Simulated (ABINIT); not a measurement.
Runs of ABINIT 10.8.3 (patched build) on TiO2. Symmetry: P4_2/mnm, No. 136, tetragonal system. Conventional cell: a = 4.600 Å, b = 4.600 Å, c = 2.959 Å, α = 90.00°, β = 90.00°, γ = 90.00°. Ti (site symmetry mmm) is surrounded by 6 O at 1.95 to 1.98 Å. O (site symmetry m2m) is surrounded by 3 Ti at 1.95 to 1.98 Å. The cell is a database's computed one.

```csv
task,level,potentials or basis,cell,k mesh,cutoff (eV),cell freedom (optcell),cutoff smearing ecutsm (Ha),optimiser (ionmov),force stop (Ha/bohr),fine-grid cutoff,mesh quality,gap on the mesh (eV),pressure (GPa),relaxed volume (Å³/atom),largest force (eV/Å)
relaxation of cell and atoms,LDA,JTH PAW LDA v2.0,relaxed,5 × 5 × 8,626,2,0.5,2,5e-05,1224.51 eV,not flagged,1.85,0.0,(a),-
band structure,r2SCAN,JTH PAW PBE v2.0,as given,5 × 5 × 8,762,-,-,-,-,1360.57 eV,not flagged,2.20,0.1,-,0.04
band structure,LDA,JTH PAW LDA v2.0,as given,6 × 6 × 9,626,-,-,-,-,1224.51 eV,not flagged,(b),-8.8,-,0.12
relaxation of cell and atoms,PBEsol,JTH PAW PBE v2.0,relaxed,4 × 4 × 5,626,2,0.5,2,5e-05,1224.51 eV,coarse,1.85,0.0,10.36,-
```

Alike in all rows: no spin polarisation; smearing fermi-dirac 0.05 eV.

Estimate the missing entries.

(a) 10.08; (b) 1.77.

Caveats: some runs use coarse meshes; the atomic spheres overlap; an odd mesh through Γ misses points on the zone boundary, where band edges often lie (some runs); the PAW data sets were made with another functional, which shifts forces and pressure a little (some runs).
